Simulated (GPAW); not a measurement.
# CdSe (F-43m) in GPAW: a series of runs

The runs below take CdSe through band structure, with optB88-vdW, mBEEF.

Everything below comes from runs of GPAW 26.7.0. Logs are shortened: lines on timing, memory, paths and dates and some standing lists are left out, and cuts for length are marked. The log counts tension as positive stress, the text compression.

### 1 Starting point

The structure is cubic, space group F-43m (No. 216). Conventional cell: a = 6.141 Å, b = 6.141 Å, c = 6.141 Å, α = 90.00°, β = 90.00°, γ = 90.00°. Around Cd (site symmetry -43m) lie 4 Se at 2.66 Å. Se (site symmetry -43m) is surrounded by 4 Cd at 2.66 Å.

Measurements of this composition are mostly on another form, of space group No. 186.

### 2 Band structure, optB88-vdW, spin-orbit coupling, no magnetisation

run.py

```python
import numpy as np
from ase.dft.bandgap import bandgap
from ase.io import read, write
from gpaw import GPAW, PW
from gpaw.spinorbit import soc_eigenstates

atoms = read('POSCAR')

calc = GPAW(mode=PW(600),
            xc={'name': 'optB88-vdW', 'backend': 'libvdwxc'},
            kpts={'size': (6, 6, 6), 'gamma': True},
            occupations={'name': 'fermi-dirac', 'width': 0.05},
            nbands=18,
            convergence={'density': 1e-05, 'energy': 1e-05},
            maxiter=150,
            legacy_gpaw=True,
            txt='gpaw.txt')
atoms.calc = calc
energy = atoms.get_potential_energy()
forces = atoms.get_forces()
calc.write('gs.gpw')
write('result.traj', atoms)
print(f'Energy: {energy:.6f} eV')
print('Forces (eV/A):')
print(forces.round(4))
print('Fermi level:', round(calc.get_fermi_level(), 4), 'eV')
print(f'Gap: {bandgap(calc)[0]:.4f} eV, direct: {bandgap(calc, direct=True)[0]:.4f} eV')

path = atoms.cell.bandpath('GXWKGLUWLK,UX', npoints=100, eps=1e-4)
bs_calc = calc.fixed_density(kpts=path, symmetry='off', nbands=30,
                             convergence={'bands': 'CBM+6.0', 'eigenstates': 1e-6}, txt='bands.txt')
bs = bs_calc.band_structure()
bs.write('bs.json')
print(f'Gap on the path: {bandgap(bs_calc)[0]:.4f} eV')

soc = soc_eigenstates(bs_calc, theta=90, phi=0)
np.savetxt('soc_bands.dat', soc.eigenvalues(), fmt='%.4f')
mesh = soc_eigenstates('gs.gpw', theta=90, phi=0)
np.savetxt('soc_mesh.dat', mesh.eigenvalues(), fmt='%.4f')
print('Fermi level with spin-orbit coupling:', round(mesh.fermi_level, 4), 'eV')
```

POSCAR

```
CdSe
1.0
    0.0000000000      3.0702711986      3.0702711986
    3.0702711986      0.0000000000      3.0702711986
    3.0702711986      3.0702711986      0.0000000000
Cd Se
1 1
Direct
    0.0000000000      0.0000000000      0.0000000000
    0.2500000000      0.2500000000      0.2500000000
```

Potentials or basis: GPAW PAW data sets (gpaw-data 1.2.1), pw.

Launch:

```console
$ OMP_NUM_THREADS=1 python run.py
```

gpaw.txt:

```text
___ ___ ___ _ _ _
 |   |   |_  | | | |
 | | | | | . | | | |
 |__ |  _|___|_____|  26.7.0
 |___|_|

Input parameters:
  convergence: {density: 1e-05,
                energy: 1e-05}
  kpts: {gamma: True,
         size: (6, 6, 6)}
  maxiter: 150
  mode: {ecut: 600.0,
         name: pw}
  nbands: 18
  occupations: {name: fermi-dirac,
                width: 0.05}
  xc: {backend: libvdwxc,
       name: optB88-vdW}

System changes: positions, numbers, cell, pbc, initial_charges, initial_magmoms

Initialize ...

species:
  Cd:
    name:    Cadmium
    Z:       48.0
    valence: 12
    core:    36
    charge:  0.0  # [|e|]
    compensation charges:
      type: gauss
      rc: 0.38  # [Å]
      lmax: 2
    cutoffs:
      filter: 2.12  # [Å]
      core: 2.62  # [Å]
    projectors
    | kind |    occ | energy [eV] | rcut [Å] |
    |------|--------|-------------|----------|
    |   5s |  2.000 |      -5.655 |    1.191 |
    |   5p |  0.000 |      -1.186 |    1.228 |
    |   4d | 10.000 |     -11.739 |    1.164 |
    |    s |        |      21.556 |    1.191 |
    |    p |        |      26.026 |    1.228 |
    |    d |        |      15.473 |    1.164 |

    Using partial waves for Cd as LCAO basis

  Se:
    name:    Selenium
    Z:       34.0
    valence: 6
    core:    28
    charge:  0.0  # [|e|]
    compensation charges:
      type: gauss
      rc: 0.27  # [Å]
      lmax: 2
    cutoffs:
      filter: 1.77  # [Å]
      core: 2.67  # [Å]
    projectors
    | kind |    occ | energy [eV] | rcut [Å] |
    |------|--------|-------------|----------|
    |   4s |  2.000 |     -17.277 |    0.847 |
    |   4p |  4.000 |      -6.512 |    1.005 |
    |    s |        |       9.935 |    0.847 |
    |    p |        |      20.699 |    1.005 |
    |    d |        |       0.000 |    0.847 |

    Using partial waves for Se as LCAO basis

Reference energy: -218276.650467  # eV

Spin-paired calculation

Convergence criteria:
 Maximum [total energy] change in last 3 cyles: 1e-05 eV / valence electron
 Maximum integral of absolute [dens]ity change: 1e-05 electrons / valence electron
 Maximum integral of absolute [eigenst]ate change: 4e-08 eV^2 / valence electron
 Maximum number of scf [iter]ations: 150
 (Square brackets indicate name in SCF output, whereas a 'c' in
 the SCF output indicates the quantity has converged.)

Symmetries present (total): 24

  ( 1  0  0)  ( 1  0  0)  ( 1  0 -1)  ( 1  0 -1)  ( 1 -1  0)  ( 1 -1  0)
  ( 0  1  0)  ( 0  0  1)  ( 0  1 -1)  ( 0  0 -1)  ( 0 -1  1)  ( 0 -1  0)
  ( 0  0  1)  ( 0  1  0)  ( 0  0 -1)  ( 0  1 -1)  ( 0 -1  0)  ( 0 -1  1)

  ( 0  1  0)  ( 0  1  0)  ( 0  1 -1)  ( 0  1 -1)  ( 0  0  1)  ( 0  0  1)
  ( 1  0  0)  ( 0  0  1)  ( 1  0 -1)  ( 0  0 -1)  ( 1  0  0)  ( 0  1  0)
  ( 0  0  1)  ( 1  0  0)  ( 0  0 -1)  ( 1  0 -1)  ( 0  1  0)  ( 1  0  0)

  ( 0  0 -1)  ( 0  0 -1)  ( 0 -1  1)  ( 0 -1  1)  ( 0 -1  0)  ( 0 -1  0)
  ( 1  0 -1)  ( 0  1 -1)  ( 1 -1  0)  ( 0 -1  0)  ( 1 -1  0)  ( 0 -1  1)
  ( 0  1 -1)  ( 1  0 -1)  ( 0 -1  0)  ( 1 -1  0)  ( 0 -1  1)  ( 1 -1  0)

  (-1  1  0)  (-1  1  0)  (-1  0  1)  (-1  0  1)  (-1  0  0)  (-1  0  0)
  (-1  0  1)  (-1  0  0)  (-1  1  0)  (-1  0  0)  (-1  1  0)  (-1  0  1)
  (-1  0  0)  (-1  0  1)  (-1  0  0)  (-1  1  0)  (-1  0  1)  (-1  1  0)

216 k-points: 6 x 6 x 6 Monkhorst-Pack grid + [1/12,1/12,1/12]
16 k-points in the irreducible part of the Brillouin zone
       k-points in crystal coordinates                weights
   0:     0.00000000    0.00000000    0.00000000          1/216
   1:     0.16666667    0.16666667    0.00000000          6/216
   2:     0.16666667    0.16666667    0.16666667          8/216
   3:     0.33333333    0.16666667    0.16666667         12/216
   4:     0.33333333    0.33333333   -0.33333333         12/216
   5:     0.33333333    0.33333333    0.00000000          6/216
   6:     0.33333333    0.33333333    0.16666667         24/216
   7:     0.33333333    0.33333333    0.33333333          8/216
   8:     0.50000000    0.33333333   -0.33333333         24/216
   9:     0.50000000    0.33333333   -0.16666667         12/216
          ...
  15:     0.50000000    0.50000000    0.50000000          4/216

Wave functions: Plane wave expansion
  Cutoff energy: 600.000 eV
  Number of coefficients (min, max): 1911, 1964
  Pulay-stress correction: 0.000000 eV/Ang^3 (de/decut=0.000000)
  Using FFTW library
  ScaLapack parameters: grid=1x1, blocksize=None
  Wavefunction extrapolation:
    Improved wavefunction reuse through dual PAW basis

Occupation numbers: Fermi-Dirac:
  width: 0.0500  # eV

Eigensolver
   Davidson(niter=2)

Densities:
  Coarse grid: 25*25*25 grid
  Fine grid: 50*50*50 grid
  Total Charge: 0.000000

Density mixing:
  Method: separate
  Backend: msr1
  Linear mixing parameter: 0.05
  old densities: 10
  Width of damping distribution: 1.1
  Damping of long wavelength oscillations: 20

Hamiltonian:
  XC and Coulomb potentials evaluated on a 50*50*50 grid
  Using the optB88 Exchange-Correlation functional
  External potential:
    NoExternalPotential

XC parameters: optB88 with libvdwxc
  Mode: serial
  Semilocal: GGA_X_OPTB88_VDW+LDA_C_PW with 2 nearest neighbor stencil
  Corresponding non-local functional: vdW-DF
  Local blocksize: 50 x 50 x 50
  PAW datasets: PBE

Number of atoms: 2
Number of atomic orbitals: 13
Number of bands in calculation: 18
Number of valence electrons: 18
Bands to converge: occupied

... initialized

Initializing position-dependent things.

Density initialized from atomic densities
Creating initial wave functions:
  13 bands from LCAO basis set
  5 bands from random numbers

            Se

       Cd

Atomic positions and initial magnetic moments

Positions:
   0 Cd     0.000000    0.000000    0.000000    ( 0.0000,  0.0000,  0.0000)
   1 Se     1.535136    1.535136    1.535136    ( 0.0000,  0.0000,  0.0000)

Unit cell:
           periodic     x           y           z      points  spacing
  1. axis:    yes    0.000000    3.070271    3.070271    25     0.1418
  2. axis:    yes    3.070271    0.000000    3.070271    25     0.1418
  3. axis:    yes    3.070271    3.070271    0.000000    25     0.1418

  Lengths:   4.342019   4.342019   4.342019
  Angles:   60.000000  60.000000  60.000000

Effective grid spacing dv^(1/3) = 0.1547

iter:   1   -62.513879
iter:   2   -62.433946   -2.21  -1.16
iter:   3   -62.149095   -1.63  -1.20
iter:   4   -62.148191   -3.35  -1.80
iter:   5   -62.148515   -3.77  -2.13
iter:   6   -62.148442   -4.76  -3.15
iter:   7   -62.148443c  -5.77  -3.34
iter:   8   -62.148444c  -6.57  -3.83
iter:   9   -62.148444c  -7.57c -4.59
iter:  10   -62.148444c  -8.40c -4.87
iter:  11   -62.148444c  -9.20c -5.69c

Converged after 11 iterations.

Dipole moment: (-3.182746, -3.182746, -3.182746) |e|*Ang

Energy contributions relative to reference atoms: (reference = -218276.650467)

Kinetic:        +25.673482
Potential:      -23.383184
External:        +0.000000
XC:             -64.358222
Entropy (-ST):   -0.000105
Local:           -0.080468
SIC:             +0.000000
--------------------------
Free energy:    -62.148497
Extrapolated:   -62.148444

Non-local optB88 correlation energy: 1.902405
Semilocal GGA_X_OPTB88_VDW+LDA_C_PW energy: -144.594848
(Not including atomic contributions)
Showing only first 2 kpts
 Kpt  Band  Eigenvalues  Occupancy
  0     7      3.19509    1.98809
  0     8      3.19509    1.98809
  0     9      3.64591    0.03971
  0    10      9.11595    0.00000

  1     7      2.66982    2.00000
  1     8      2.66982    2.00000
  1     9      5.51959    0.00000
  1    10      8.05059    0.00000

Fermi level: 3.45096

Gap: 0.451 eV
Transition (v -> c):
  (s=0, k=0, n=8, [0.00, 0.00, 0.00]) -> (s=0, k=0, n=9, [0.00, 0.00, 0.00])
No difference between direct/indirect transitions

Forces in eV/Ang:
  0 Cd    0.00000    0.00000    0.00000
  1 Se    0.00000   -0.00000   -0.00000

Writing to gs.gpw (mode='')
```

Run time: 58 s. Hardware: 1 thread of Arm Neoverse V1, shared host; peak memory 0.38 GiB.

What came out:

| Property | Result |
| --- | --- |
| Free energy | -62.1485 eV |
| Band gap on the k mesh | 0.32 eV, direct |
| Band gap along the path | 0.32 eV, direct |

Levels at the corners of the path, in eV from the valence-band top:
| point | band 16 | band 17 | band 18 | band 19 | band 20 | band 21 |
| --- | --- | --- | --- | --- | --- | --- |
| Γ | 0.00 | 0.00 | 0.00 | 0.32 | 0.32 | 5.49 |
| X | -1.96 | -1.82 | -1.82 | 2.98 | 2.98 | 3.56 |
| W | -2.22 | -2.20 | -2.18 | 4.63 | 4.82 | 5.00 |
| K | -2.50 | -1.56 | -1.56 | 3.52 | 3.53 | 4.84 |
| Γ | 0.00 | 0.00 | 0.00 | 0.32 | 0.32 | 5.49 |
| L | -0.96 | -0.71 | -0.71 | 2.16 | 2.16 | 6.18 |
| U | -2.50 | -1.56 | -1.56 | 3.52 | 3.53 | 4.84 |
| W | -2.22 | -2.20 | -2.18 | 4.63 | 4.82 | 5.00 |
| L | -0.96 | -0.71 | -0.71 | 2.16 | 2.16 | 6.18 |
| K | -2.50 | -1.56 | -1.56 | 3.52 | 3.53 | 4.84 |
| U | -2.50 | -1.56 | -1.56 | 3.52 | 3.53 | 4.84 |
| X | -1.96 | -1.82 | -1.82 | 2.98 | 2.98 | 3.56 |

Caveat: spin-orbit coupling was added after a scalar SCF, so levels and gaps hold it while energy, forces, pressure and moments don't; this program's spin-orbit splittings come out too wide for heavy elements; the PAW data sets were made with another functional, which shifts forces and pressure a little.

(Part 1 of 2 ends here.)
